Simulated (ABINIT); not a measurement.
**TaN: single point with PBEsol**

The system is TaN.

```
Ta N
1.0
     0.00000    2.21132    2.21132
     2.21132    0.00000    2.21132
     2.21132    2.21132    0.00000
Ta N
1 1
Direct
  0.50000 0.50000 0.50000
  0.00000 0.00000 0.00000
```

The cell comes from a database or a generator and needn't be the stable form of this composition.

| Quantity | Value |
| --- | --- |
| Program | ABINIT 10.8.3 (patched build) |
| Task | single point |
| Functional | PBEsol |
| Potentials or basis | JTH PAW PBE v2.0 |
| Cutoff | 680 eV |
| k mesh | 13 × 13 × 13 |
| Occupations | fermi-dirac, width 0.05 eV |
| Spin | no spin polarisation |

```
Band gap on the k mesh                                : none (metal or under the smearing width)
Valence electrons inside the program's atomic spheres : Ta 10.72; N 2.53
```

Levels at points of the mesh, in eV from the Fermi level:
```
           k point  band 7  band 8  band 9  band 10  band 11  band 12
(0.00, 0.00, 0.00)   -3.79   -3.79   -2.12    -2.12    -2.12    -0.01
```

Wall time 2.4 min on 1 thread of Intel(R) Xeon(R) Platinum 8259CL CPU @ 2.50GHz (Skylake/Cascade Lake) (shared host), peak memory 0.14 GiB.

Caveat: the highest band is partly filled, so the run has too few bands. Spin-orbit coupling is left out, which matters for the levels of Ta.
